Whoever puts body-centred cubic titanium into a stress estimate has to decide at which volume to read its bulk modulus, the resistance to a uniform change of size. In this density-functional calculation, done in the local density approximation (LDA), the choice matters a great deal. At the cell from which the series was built the modulus is about 81 GPa, while at the volume where the metal would be free of stress it comes out near 121 GPa. The reason for the gap lies in how a metallic bond gives way when it is stretched.

Body-centred cubic titanium, scaled uniformly with a static lattice, computed with ABINIT 10.8.3 in the LDA without spin polarisation. The runs use JTH PAW LDA v2.0 datasets, a plane-wave cutoff of 408.171 eV, an 11×11×11 k mesh and Fermi-Dirac smearing of 0.05 eV. Energies are counted from the minimum of the fitted equation of state.

```tsv
volume (Å³/atom)	energy (meV/atom)	pressure (GPa)
16.62	11.66	-5.000
16.97	25.03	-7.090
17.32	42.78	-8.990
17.68	64.49	-10.700
18.03	89.81	-12.250
18.38	118.36	-13.640
18.74	149.85	-14.900
```

The volume is that of one atom, and each row is the same crystal scaled uniformly. The energy is that of one atom, counted from the minimum of a smooth equation-of-state curve fitted to the seven energies. A negative pressure means tension: the crystal is held open and would shrink if released. Every row is in this state, so the table describes a stretched metal throughout.

**From 16.62 to 17.32 Å³: the curve steepens and the metal softens**

In the first three rows the energy climbs faster and faster. The step from the first row to the second costs 13.4 meV, and the next, equally wide, costs 17.8 meV. It is tempting to read this as a metal that stiffens as it is pulled. The pressures show the opposite: the tension grows by 2.09 GPa in the first step but by only 1.90 GPa in the second.

The two readings agree once slope and curvature are kept apart. The slope of the energy against volume is the tension, that is, how hard the crystal pulls back. The curvature, or the rate at which this slope grows, decides the stiffness, that is, how much harder the crystal pulls after a little more stretching. An energy curve can become steeper while it bends less and less, and this one does so from the first row to the last.

The bulk modulus puts this into a number. It is the volume multiplied by the fall of pressure per unit of volume. Between the first two rows it is 99 GPa, and between the second and third it is 92 GPa. The metal has lost about seven per cent of its stiffness although its bonds have grown by less than one per cent per step.

The physical cause is a balance of two forces that both fade with distance. Titanium is held together largely by its d electrons. Orbitals on neighbouring atoms overlap and form a band, and titanium has few enough d electrons that they fill mainly the lower, bonding part of it. When the atoms move apart the overlap shrinks, the band narrows, and the energy gained by bonding becomes smaller.

Against this pull stands a push. When atoms are pressed together, their outer electrons are squeezed against the filled inner shells, which they must keep clear of, and this raises their kinetic energy. The effect favours a larger volume. It depends on close contact, and in the usual models of such metals it fades faster with distance than the bonding does.

At the stress-free volume push and pull cancel. When the crystal is expanded from there, both become weaker, but the push loses more, and a net pull is left over. This is the tension in the pressure column. It grows because the push is disappearing, and not because the bonds themselves are getting stronger. The calculation gives only the sum of the two parts, so the division into push and pull is an argument from the theory of metals.

The same argument explains the softening. Each further stretch removes some push, which raises the tension, and some bonding, which lowers it. As the push dies away there is less of it left to remove, so each step adds less to the tension than the one before.

**Around 17.68 Å³: the cell from which the series was built**

The fourth row is the unscaled cell, with nearest neighbours 2.84 Å apart. It is under a tension of 10.7 GPa. An LDA simulation that keeps this volume therefore describes a metal under heavy load, even if nobody meant to apply one. The modulus read from the pressures on either side, about 81 GPa, is that of the loaded metal.

The stress-free volume of the fitted curve is 15.89 Å³, about ten per cent below this cell. That cell comes from entry 9012924 of the Crystallography Open Database. LDA is known to bind the 3d metals too tightly and to make their volumes too small, and this probably accounts for some of the difference. Another share may come from heat, since at ordinary pressure pure titanium takes this structure only at high temperature, and a cell measured there would be thermally expanded. The entry number alone does not tell to which temperature the cell belongs, so that second share is a guess. Until this is settled, the ten per cent cannot simply be booked as an error of the functional.

Heat matters in another way too. At low temperature and ordinary pressure this structure of titanium is unstable against certain displacements of its atoms, and it owes its existence in hot metal to lattice vibrations. Here the atoms sit still and the cubic symmetry is imposed. The moduli therefore describe the response to a uniform change of volume, and they are no evidence that the crystal would keep its shape.

**From 18.03 to 18.74 Å³: more tension, less resistance**

The last three rows continue the course of the first four without a kink. The last energy step, 31.5 meV, is more than twice the first. The last step in tension, 1.26 GPa, is only 60 per cent of the first. Nothing in this stretch suggests that the electrons have switched to a different state, and one mechanism serves for the whole table.

Between the last two rows the modulus is down to 66 GPa, a third less than between the first two. The larger volume, which enters the modulus as a factor, would by itself have raised it by about 11 per cent. The fall thus comes entirely from the pressure, which responds 40 per cent more weakly to a given change of volume. This is the fading push at work.

Expressed in bond lengths, the loss is steep. Over the table the modulus falls on average as the twelfth power of the distance between neighbours, so that one per cent more distance costs roughly 12 per cent of the stiffness. Such a high power is reasonable for a quantity that is a difference. The push contributes a large positive curvature and the bonding a smaller negative one. When the larger of two terms also fades faster, their difference shrinks faster in proportion than either of them.

A hydrogen molecule shows the same sequence with a single bond. At its natural length the force between the atoms is zero. Pulled apart, the molecule resists with a growing force, but each further bit of stretch adds less, until the force passes a maximum and then dies away as the atoms separate. Titanium in this table is on the first part of that path, where the force still grows and the stiffness already falls.

The comparison holds for the shape of the curve and for little else. In the metal each atom is pulled by eight nearest neighbours at once, and the electrons that bind them belong to the whole crystal. The lengths and forces of the molecule therefore do not carry over. What does carry over is the reason for the maximum: atoms that are far apart no longer attract each other, so a tension that starts from zero and grows must at some point turn back.

**How far a straight line goes**

The simplest model of a stretched solid is a spring whose pressure changes by the same amount for each equal step of volume. It needs only the first two rows, which set the step at 2.09 GPa; the other five rows then test it. The rows are evenly spaced, and the small unevenness of the printed volumes is rounding. From the first row to the last there are six steps, so the spring predicts −5.00 − 6 × 2.09 = −17.54 GPa.

The calculation gives −14.90 GPa. The spring overstates the tension by 2.64 GPa, or about 18 per cent of the computed value. It fails in the direction that the mechanism demands, because a spring never runs out of push to lose. For a single step the error is small, but it builds up with each further one.

The same line can be followed inwards, to the volume where the tension vanishes. One step of volume is (18.74 − 16.62)/6 = 0.353 Å³, and removing 5.00 GPa takes 5.00/2.09 = 2.39 steps. Without rounding on the way, the stress-free volume would then be 15.77 Å³. The real pressure changes faster as the crystal shrinks, so it should reach zero sooner, at a somewhat larger volume.

The fitted curve indeed puts the minimum at 15.89 Å³, slightly above the straight-line value. Both values rest on the same run, so their closeness is no independent proof. The minimum lies about four per cent below the smallest volume calculated, where the curve is extended and no longer supported by rows on both sides. If the metal goes on stiffening inwards, the straight line gives a lower limit for the volume, and the fitted value lies close to it. The modulus of 121 GPa is less secure, since it depends on how the curve bends in a region that was not calculated. The energy differences between rows are untouched by this, because a shift of the zero moves all seven values together.

**What this means for the choice of modulus**

A modulus belongs to a volume, and the two should be taken from the same state. For body-centred cubic titanium free of load within this level of theory, the higher value is the appropriate one, with the caution due to an extended curve. For the real metal it is probably too high, because LDA usually makes the 3d metals too stiff as well as too small. For a crystal held at the volume of the fourth row, the lower value applies, and the tension of that row comes with it. To combine the volume of one state with the stiffness of the other is to describe a metal that this calculation does not contain.

The pressures themselves are a sound basis for this reading. Adding up the work done against the tension from the first row to the last gives 138.3 meV, and the energies rise by 138.2 meV. The two columns thus agree to about one part in a thousand. The pressures, taken with a fixed set of plane waves, lie slightly under those that follow from the slope of the energies, so they overstate the tension, but only by about 0.01 GPa on average. The k mesh and cutoff are usual working values and not converged limits, so the last digits of the moduli should not be leaned on. The softening also shows in the energies alone: their steps grow by 4.38 meV at the start of the table but by only 2.94 meV at its end. It is therefore not a product of the way in which the pressures were computed.

For a related metal the direction of the trend can be guessed from the same balance. Held somewhat beyond its stress-free volume, it should pull back harder and yet yield more easily, because its short-ranged push fades before its bonding does. How quickly it softens depends on its own electrons, but the twelfth power found here is nothing peculiar to titanium. It means that the modulus falls by about 4 GPa for each GPa of added tension, and many metals change at a similar rate. Much further out, magnetic moments might form as the d electrons settle on single atoms; the present calculation keeps the electrons paired, so that possibility is untested.
